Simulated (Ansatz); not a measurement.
# Which shape does a chain of Mo atoms take?

Several starts are relaxed for a free Mo wire one or two atoms wide. Which ends lowest, and how do the shapes conduct?

How it was computed: Ansatz 0.2.0, plane waves with PAW datasets at the program's default cutoffs, Fermi-Dirac smearing of 0.05 eV, chains in boxes 7.5 Å wide or more, moments seeded when the perfect chain is relaxed. PBE, no spin-orbit coupling; each start relaxes its atoms and period within its symmetry. Energies are at zero smearing, an atom, against the lowest. Moments are absolute ones, the integral of |ρ↑ − ρ↓|.

Results:

| start | end shape | length an atom (Å) | shortest bond (Å) | moment an atom (μB) | energy (meV) | G (G₀) | gap (eV) |
| --- | --- | --- | --- | --- | --- | --- | --- |
| triangles | zigzag | 1.55 | 2.22 | 0.00 | 0 | 0.17 | 0.16 |
| dimer | straight, uneven | 2.48 | 1.90 | 0.00 | 766 | 1.4e-8 | 0.99 |
| antiparallel | straight | 2.34 | 2.34 | 2.87 | 1354 | 2.60 | 0.00 |
| linear | straight | 2.20 | 2.20 | 0.00 | 1627 | 6.00 | 0.00 |
| zigzag | straight | 2.21 | 2.21 | 0.00 | 1636 | 6.00 | 0.00 |

What this shows: The lowest energy comes from the triangles start, which ends as a zigzag, 1627 meV an atom under the linear chain with one atom a cell. The next lies 766 meV higher (dimer start). The conductance runs from 1.4e-8 G₀ (dimer start) to 6.00 G₀ (zigzag start).

What the numbers leave out: G is the ballistic value of the perfect, endless wire, half a G₀ a channel and spin, broadened at 300 K; a real contact scatters. Only planar forms with one or two atoms a cell were tried, each within the symmetry of its start; alternating bonds in a zigzag, helices and thicker wires were not. Meshes were fixed at the starting length, so energies are good to 15 or 20 meV and lengths to a few per cent; moments are the relaxation's, and the run that gives G can hold a somewhat different one. A wire pulled between tips is under tension, which favours longer forms than the free minimum. Series of this kind are told only where this holds: four starts or more, in boxes that share their narrower side and keep the chain far from its images. 25 of 55 did.
